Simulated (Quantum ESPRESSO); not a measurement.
# PbS (Galena) (Fm-3m) in Quantum ESPRESSO: settings compared

The runs below take PbS (Galena) through phonons, with PBE, revPBE, RPBE, WC, vdW-DF-cx.

Program: Quantum ESPRESSO 7.5. These are calculated values, not measurements. Logs are shortened: lines on timing, memory, paths and dates and some standing lists are left out, and cuts for length are marked.

**The experiment to reproduce.**

From a printed reference work, monograph, for a bulk crystal of PbS at 300 K: high-frequency dielectric constant 17.2.

The results are compared with them further down.

### Step 1. The structure

The structure is cubic, space group Fm-3m (No. 225). Conventional cell: a = 5.931 Å, b = 5.931 Å, c = 5.931 Å, α = 90.00°, β = 90.00°, γ = 90.00°. Pb (site symmetry m-3m) is surrounded by 6 S at 2.97 Å. S (site symmetry m-3m) has 6 Pb at 2.97 Å as nearest neighbours.

### Step 2. Phonons, PBE

The input, pw.in:

```
&CONTROL
  calculation = 'scf'
  prefix = 'pwscf'
  outdir = './tmp'
  pseudo_dir = './pseudo'
  tprnfor = .true.
  tstress = .true.
  disk_io = 'low'
/
&SYSTEM
  ibrav = 0
  nat = 2
  ntyp = 2
  ecutwfc = 56
  nbnd = 16
  occupations = 'smearing'
  smearing = 'fd'
  degauss = 0.00367493
/
&ELECTRONS
  conv_thr = 4d-10
  electron_maxstep = 120
  mixing_beta = 0.5
/
ATOMIC_SPECIES
Pb   207.2000 Pb.upf
S     32.0600 S.upf
CELL_PARAMETERS angstrom
   0.0000000000    2.9657500000    2.9657500000
   2.9657500000    0.0000000000    2.9657500000
   2.9657500000    2.9657500000    0.0000000000
ATOMIC_POSITIONS crystal
Pb     0.0000000000    0.0000000000    0.0000000000
S      0.5000000000    0.5000000000    0.5000000000
K_POINTS automatic
4 4 4 1 1 1
```

The input, relax.in:

```
&CONTROL
  calculation = 'vc-relax'
  prefix = 'pwscf'
  outdir = './tmp'
  pseudo_dir = './pseudo'
  tprnfor = .true.
  tstress = .true.
  disk_io = 'low'
  nstep = 40
  forc_conv_thr = 0.0001
  etot_conv_thr = 1d-06
/
&SYSTEM
  ibrav = 0
  nat = 2
  ntyp = 2
  ecutwfc = 56
  nbnd = 16
  occupations = 'smearing'
  smearing = 'fd'
  degauss = 0.00367493
/
&ELECTRONS
  conv_thr = 4d-10
  electron_maxstep = 120
  mixing_beta = 0.5
/
&IONS
  ion_dynamics = 'bfgs'
/
&CELL
  cell_dynamics = 'bfgs'
  press = 0
  press_conv_thr = 0.2
/
ATOMIC_SPECIES
Pb   207.2000 Pb.upf
S     32.0600 S.upf
CELL_PARAMETERS angstrom
   0.0000000000    2.9657500000    2.9657500000
   2.9657500000    0.0000000000    2.9657500000
   2.9657500000    2.9657500000    0.0000000000
ATOMIC_POSITIONS crystal
Pb     0.0000000000    0.0000000000    0.0000000000
S      0.5000000000    0.5000000000    0.5000000000
K_POINTS automatic
4 4 4 1 1 1
```

The input, gamma.in:

```
&CONTROL
  calculation = 'bands'
  prefix = 'pwscf'
  outdir = './tmp'
  pseudo_dir = './pseudo'
  disk_io = 'low'
  verbosity = 'high'
/
&SYSTEM
  ibrav = 0
  nat = 2
  ntyp = 2
  ecutwfc = 56
  nbnd = 16
  occupations = 'smearing'
  smearing = 'fd'
  degauss = 0.00367493
/
&ELECTRONS
  conv_thr = 1d-08
  electron_maxstep = 120
  mixing_beta = 0.5
  diago_full_acc = .true.
  startingwfc = 'random'
/
ATOMIC_SPECIES
Pb   207.2000 Pb.upf
S     32.0600 S.upf
CELL_PARAMETERS angstrom
   0.0000000000    3.0020810122    3.0020810122
   3.0020810122    0.0000000000    3.0020810122
   3.0020810122    3.0020810122    0.0000000000
ATOMIC_POSITIONS crystal
Pb     0.0000000000    0.0000000000    0.0000000000
S      0.5000000000    0.5000000000    0.5000000000
K_POINTS crystal
1
0.0 0.0 0.0 1
```

The input, scf2.in:

```
&CONTROL
  calculation = 'scf'
  prefix = 'pwscf'
  outdir = './tmp'
  pseudo_dir = './pseudo'
  tprnfor = .true.
  tstress = .true.
  disk_io = 'low'
/
&SYSTEM
  ibrav = 0
  nat = 2
  ntyp = 2
  ecutwfc = 56
  nbnd = 16
  occupations = 'fixed'
/
&ELECTRONS
  conv_thr = 1d-13
  electron_maxstep = 120
  mixing_beta = 0.5
  startingpot = 'file'
/
ATOMIC_SPECIES
Pb   207.2000 Pb.upf
S     32.0600 S.upf
CELL_PARAMETERS angstrom
   0.0000000000    3.0020810122    3.0020810122
   3.0020810122    0.0000000000    3.0020810122
   3.0020810122    3.0020810122    0.0000000000
ATOMIC_POSITIONS crystal
Pb     0.0000000000    0.0000000000    0.0000000000
S      0.5000000000    0.5000000000    0.5000000000
K_POINTS automatic
4 4 4 1 1 1
```

The input, ph.in:

```
phonons of PbS
&INPUTPH
  prefix = 'pwscf'
  outdir = './tmp'
  tr2_ph = 1d-18
  fildyn = 'dyn'
  niter_ph = 90
  alpha_mix(1) = 0.7
  epsil = .true.
/
0.0000000000 0.0000000000 0.0000000000
```

The input, dynmat.in:

```
&INPUT
  fildyn = 'dyn'
  asr = 'crystal'
  lperm = .true.
  filout = 'dynmat.disp'
  fileig = 'dynmat.eig'
/
```

The input, dynmat_lo.in:

```
&INPUT
  fildyn = 'dyn'
  asr = 'crystal'
  filout = 'dynmat_lo.disp'
  fileig = 'dynmat_lo.eig'
  q(1) = 0
  q(2) = 0
  q(3) = 1
/
```

Potentials or basis: PseudoDojo 0.4.1 SR PBE standard.

Run with:

```console
$ OMP_NUM_THREADS=1 pw.x -in pw.in > pw.out
$ OMP_NUM_THREADS=1 pw.x -in relax.in > relax.out
$ OMP_NUM_THREADS=1 pw.x -in gamma.in > gamma.out
$ OMP_NUM_THREADS=1 pw.x -in scf2.in > scf2.out
$ OMP_NUM_THREADS=1 ph.x -in ph.in > ph.out
$ OMP_NUM_THREADS=1 dynmat.x -in dynmat.in > dynmat.out
$ OMP_NUM_THREADS=1 dynmat.x -in dynmat_lo.in > dynmat_lo.out
```

pw.out:

```text
This program is part of the open-source Quantum ESPRESSO suite
     for quantum simulation of materials; please cite
         "P. Giannozzi et al., J. Phys.:Condens. Matter 21 395502 (2009);
         "P. Giannozzi et al., J. Phys.:Condens. Matter 29 465901 (2017);
         "P. Giannozzi et al., J. Chem. Phys. 152 154105 (2020);
     in publications or presentations arising from this work. More details at

     Message from routine setup:
     using ibrav=0 with symmetry is DISCOURAGED, use correct ibrav instead

     G-vector sticks info
     --------------------
     sticks:   dense  smooth     PW     G-vecs:    dense   smooth      PW
     Sum         955     955    295                19891    19891    3287

     Using Slab Decomposition

     bravais-lattice index     =            0
     lattice parameter (alat)  =       7.9259  a.u.
     unit-cell volume          =     352.0710 (a.u.)^3
     number of atoms/cell      =            2
     number of atomic types    =            2
     number of electrons       =        20.00
     number of Kohn-Sham states=           16
     kinetic-energy cutoff     =      56.0000  Ry
     charge density cutoff     =     224.0000  Ry
     scf convergence threshold =      4.0E-10
     mixing beta               =       0.5000
     number of iterations used =            8  plain     mixing
     Exchange-correlation= PBE
                           (   1   4   3   4   0   0   0)

     celldm(1)=   7.925897  celldm(2)=   0.000000  celldm(3)=   0.000000
     celldm(4)=   0.000000  celldm(5)=   0.000000  celldm(6)=   0.000000

     crystal axes: (cart. coord. in units of alat)
               a(1) = (   0.000000   0.707107   0.707107 )
               a(2) = (   0.707107   0.000000   0.707107 )
               a(3) = (   0.707107   0.707107   0.000000 )

     reciprocal axes: (cart. coord. in units 2 pi/alat)
               b(1) = ( -0.707107  0.707107  0.707107 )
               b(2) = (  0.707107 -0.707107  0.707107 )
               b(3) = (  0.707107  0.707107 -0.707107 )

     PseudoPot. # 1 for Pb read from file:
     Pb.upf
     Pseudo is Norm-conserving + core correction, Zval = 14.0
     Generated using ONCVPSP code by D. R. Hamann
     Using radial grid of 1678 points,  6 beta functions with:
                l(1) =   0
                l(2) =   0
                l(3) =   1
                l(4) =   1
                l(5) =   2
                l(6) =   2

     PseudoPot. # 2 for S  read from file:
     S.upf
     Pseudo is Norm-conserving + core correction, Zval =  6.0
     Generated using ONCVPSP code by D. R. Hamann
     Using radial grid of 1146 points,  6 beta functions with:
                l(1) =   0
                l(2) =   0
                l(3) =   1
                l(4) =   1
                l(5) =   2
                l(6) =   2

     atomic species   valence    mass     pseudopotential
     Pb               14.00   207.20000     Pb( 1.00)
     S                 6.00    32.06000     S ( 1.00)

     48 Sym. Ops., with inversion, found

   Cartesian axes

     site n.     atom                  positions (alat units)
         1        Pb     tau(   1) = (   0.0000000   0.0000000   0.0000000  )
         2        S      tau(   2) = (   0.7071068   0.7071068   0.7071068  )

     number of k points=    10  Fermi-Dirac smearing, width (Ry)=  0.0037
                       cart. coord. in units 2pi/alat
        k(    1) = (   0.0883883   0.0883883   0.0883883), wk =   0.0625000
        k(    2) = (   0.2651650   0.2651650  -0.0883883), wk =   0.1875000
        k(    3) = (  -0.2651650  -0.2651650   0.4419417), wk =   0.1875000
        k(    4) = (  -0.0883883  -0.0883883   0.2651650), wk =   0.1875000
        k(    5) = (   0.4419417   0.0883883   0.0883883), wk =   0.1875000
        k(    6) = (  -0.0883883  -0.4419417   0.6187184), wk =   0.3750000
        k(    7) = (   0.0883883  -0.2651650   0.4419417), wk =   0.3750000
        k(    8) = (  -0.6187184   0.0883883   0.0883883), wk =   0.1875000
        k(    9) = (   0.2651650   0.2651650   0.2651650), wk =   0.0625000
        k(   10) = (  -0.2651650  -0.2651650   0.7954951), wk =   0.1875000

     Dense  grid:    19891 G-vectors     FFT dimensions: (  40,  40,  40)

     Initial potential from superposition of free atoms

     starting charge      19.9978, renormalised to      20.0000
     Starting wfcs are   13 randomized atomic wfcs +    3 random wfcs

     Self-consistent Calculation

     iteration #  1     ecut=    56.00 Ry     beta= 0.50
     Davidson diagonalization with overlap
     ethr =  1.00E-02,  avg # of iterations =  5.7

     Threshold (ethr) on eigenvalues was too large:
     Diagonalizing with lowered threshold

     Davidson diagonalization with overlap
     ethr =  6.43E-04,  avg # of iterations =  1.4

     total energy              =    -162.88221343 Ry
     estimated scf accuracy    <       0.12495225 Ry

     iteration #  2     ecut=    56.00 Ry     beta= 0.50
     Davidson diagonalization with overlap
     ethr =  6.25E-04,  avg # of iterations =  2.1

     total energy              =    -162.91603329 Ry
     estimated scf accuracy    <       0.01637509 Ry

     iteration #  3     ecut=    56.00 Ry     beta= 0.50
     Davidson diagonalization with overlap
     ethr =  8.19E-05,  avg # of iterations =  3.7

     total energy              =    -162.91912670 Ry
     estimated scf accuracy    <       0.00097374 Ry

     iteration #  4     ecut=    56.00 Ry     beta= 0.50
     Davidson diagonalization with overlap
     ethr =  4.87E-06,  avg # of iterations =  6.6

     total energy              =    -162.91921327 Ry
     estimated scf accuracy    <       0.00002725 Ry

     iteration #  5     ecut=    56.00 Ry     beta= 0.50
     Davidson diagonalization with overlap
     ethr =  1.36E-07,  avg # of iterations =  1.9

     total energy              =    -162.91919503 Ry
     estimated scf accuracy    <       0.00004857 Ry

     iteration #  6     ecut=    56.00 Ry     beta= 0.50
     Davidson diagonalization with overlap
     ethr =  1.36E-07,  avg # of iterations =  2.0

     total energy              =    -162.91919658 Ry
     estimated scf accuracy    <       0.00000308 Ry

     iteration #  7     ecut=    56.00 Ry     beta= 0.50
     Davidson diagonalization with overlap
     ethr =  1.54E-08,  avg # of iterations =  2.0

     total energy              =    -162.91919699 Ry
     estimated scf accuracy    <       0.00000016 Ry

     iteration #  8     ecut=    56.00 Ry     beta= 0.50
     Davidson diagonalization with overlap
     ethr =  8.17E-10,  avg # of iterations =  2.2

     total energy              =    -162.91919702 Ry
     estimated scf accuracy    <       0.00000002 Ry

     iteration #  9     ecut=    56.00 Ry     beta= 0.50
     Davidson diagonalization with overlap
     ethr =  8.57E-11,  avg # of iterations =  2.7

     total energy              =    -162.91919702 Ry
     estimated scf accuracy    <          6.9E-10 Ry

     iteration # 10     ecut=    56.00 Ry     beta= 0.50
     Davidson diagonalization with overlap
     ethr =  3.47E-12,  avg # of iterations =  2.8

     End of self-consistent calculation

          k = 0.0884 0.0884 0.0884 (  2508 PWs)   bands (ev):

    -8.1019  -8.0995  -8.0995  -8.0855  -8.0855  -4.7591   2.2129   6.5820
     6.5820   6.8781  12.6949  13.1299  13.1299  15.3997  15.7890  15.7890

          k = 0.2652 0.2652-0.0884 (  2492 PWs)   bands (ev):

    -8.1120  -8.1058  -8.0981  -8.0772  -8.0663  -4.1250   0.8709   5.8359
     6.9854   8.1081  10.1220  11.1592  12.6110  16.1183  16.5175  18.3072

          k =-0.2652-0.2652 0.4419 (  2490 PWs)   bands (ev):

    -8.1330  -8.1096  -8.0958  -8.0639  -8.0520  -3.5970   0.0376   6.1479
     6.5654   7.7254   9.9957  11.2516  11.7211  16.5445  18.7493  18.9979

          k =-0.0884-0.0884 0.2652 (  2518 PWs)   bands (ev):

    -8.1138  -8.1059  -8.0924  -8.0837  -8.0714  -4.4161   1.5114   6.2337
     6.3117   7.6917  10.7182  12.7189  12.9863  14.6379  17.0507  17.3678

          k = 0.4419 0.0884 0.0884 (  2487 PWs)   bands (ev):

    -8.1687  -8.1150  -8.0781  -8.0639  -8.0550  -3.8168   1.0554   5.5943
     5.7597   6.2254  11.7956  12.8365  13.3147  14.1654  19.0937  19.1177

          k =-0.0884-0.4419 0.6187 (  2494 PWs)   bands (ev):

    -8.1908  -8.1004  -8.0835  -8.0678  -8.0461  -3.2615   0.6598   4.3097
     4.9661   7.1772  11.2809  12.9826  13.4656  15.6903  17.9817  20.3055

          k = 0.0884-0.2652 0.4419 (  2480 PWs)   bands (ev):

    -8.1489  -8.1004  -8.0945  -8.0684  -8.0569  -3.6417   0.4970   5.2712
     6.0533   7.5335  10.5422  11.9052  12.8152  15.7724  18.4654  19.0032

          k =-0.6187 0.0884 0.0884 (  2482 PWs)   bands (ev):

    -8.2208  -8.1211  -8.0660  -8.0486  -8.0450  -3.2930   1.1515   3.9457
     5.4415   5.6075  12.6127  13.7423  13.7953  14.3446  20.1621  20.2252

          k = 0.2652 0.2652 0.2652 (  2488 PWs)   bands (ev):

    -8.1147  -8.1147  -8.0997  -8.0596  -8.0596  -3.9102   0.2896   6.8480
     6.8480   8.1800   9.8127  11.0087  11.0087  16.4538  17.8877  17.8877

          k =-0.2652-0.2652 0.7955 (  2493 PWs)   bands (ev):

    -8.1600  -8.0955  -8.0878  -8.0724  -8.0570  -3.4009   0.3134   4.6755
     6.3316   7.1189  10.8753  11.7041  13.1416  16.5406  18.0877  18.2206

     the Fermi energy is     9.0078 ev

!    total energy              =    -162.91919702 Ry
     estimated scf accuracy    <          1.1E-11 Ry
     smearing contrib. (-TS)   =      -0.00000000 Ry
     internal energy E=F+TS    =    -162.91919702 Ry

     The total energy is F=E-TS. E is the sum of the following terms:
     one-electron contribution =     -35.82408600 Ry
     hartree contribution      =      30.47606901 Ry
     xc contribution           =     -46.34153594 Ry
     ewald contribution        =    -111.22964409 Ry

     convergence has been achieved in  10 iterations

     Forces acting on atoms (cartesian axes, Ry/au):

     atom    1 type  1   force =    -0.00000000   -0.00000000    0.00000000
     atom    2 type  2   force =     0.00000000    0.00000000   -0.00000000

     Total force =     0.000000     Total SCF correction =     0.000000

     Computing stress (Cartesian axis) and pressure

          total   stress  (Ry/bohr**3)                   (kbar)     P=       21.00
   0.00014274  -0.00000000   0.00000000           21.00       -0.00        0.00
  -0.00000000   0.00014274   0.00000000           -0.00       21.00        0.00
   0.00000000   0.00000000   0.00014274            0.00        0.00       21.00

=------------------------------------------------------------------------------=
   JOB DONE.
=------------------------------------------------------------------------------=
```

Run time: 1.8 min. Hardware: 1 thread of Intel Xeon 6975P-C (Granite Rapids), shared host; peak memory 0.07 GiB.

What came out:

* Free energy: -2216.6410 eV
* Relaxed volume: 27.06 Å³/atom
* Relaxed cell: a = 4.246 Å, b = 4.246 Å, c = 4.246 Å, α = 60.00°, β = 60.00°, γ = 60.00°
* Space group after relaxing (to 0.05 Å): Fm-3m (No. 225)
* Pressure after relaxing: 0.0 GPa
* Electronic dielectric tensor (diagonal): 11.90
* Born charges (mean of the diagonal): Pb +4.42; S -4.02 e
* Highest phonon frequency at Γ, LO-TO splitting left out: 61 cm⁻¹
* Static dielectric tensor (diagonal): 170.00

The path:
```
step  energy change (eV)  largest force (eV/Å)  pressure (GPa)  volume (Å³)
   1              0.0000                0.0000            2.10        52.17
   2             -0.0062                0.0000            1.45        52.73
   3             -0.0105                0.0000            0.77        53.35
   4             -0.0123                0.0000            0.03        54.08
   5             -0.0123                0.0000            0.00        54.11
```

Final structure:
```
Pb S
1.0
     0.00000    3.00208    3.00208
     3.00208    0.00000    3.00208
     3.00208    3.00208    0.00000
Pb S
1 1
Direct
  0.00000 0.00000 0.00000
  0.50000 0.50000 0.50000
```

Phonon frequencies in cm⁻¹ (negative: imaginary):
```tsv
q point	frequencies
(0.000, 0.000, 0.000)	-2 -2 -2 61 61 61
```

Electronic dielectric tensor:
```
11.90  0.00  0.00
 0.00 11.90  0.00
 0.00  0.00 11.90
```

Born effective charge tensors (e):
atom 1, Pb
```
4.42 0.00 0.00
0.00 4.42 0.00
0.00 0.00 4.42
```
atom 2, S
```
-4.02  0.00  0.00
 0.00 -4.02  0.00
 0.00  0.00 -4.02
```

Optical modes at Γ, degenerate ones joined, polar ones without the macroscopic field:
| cm⁻¹ | components | symmetry | active in | IR intensity, summed ((D/Å)²/amu) |
| --- | --- | --- | --- | --- |
| 61 | 3 | T1u | IR | 44.33 |

Zone-centre frequencies without and with the macroscopic field along z (cm⁻¹):
```
                optical modes in rising order
       without                       61 61 61
with the field                      61 61 229
```

Static dielectric tensor, electrons and zone-centre modes:
```
170.00   0.00   0.00
  0.00 170.00   0.00
  0.00   0.00 170.00
```

Caveat: the mesh is thin for the dielectric tensor, Born charges and intensities, which usually come out too large; the Born charges break their sum rule by 0.40 e, a sign of too thin a mesh. The run has no spin-orbit coupling, so splittings on Pb are missing.

(Continued in part 2 of 5.)
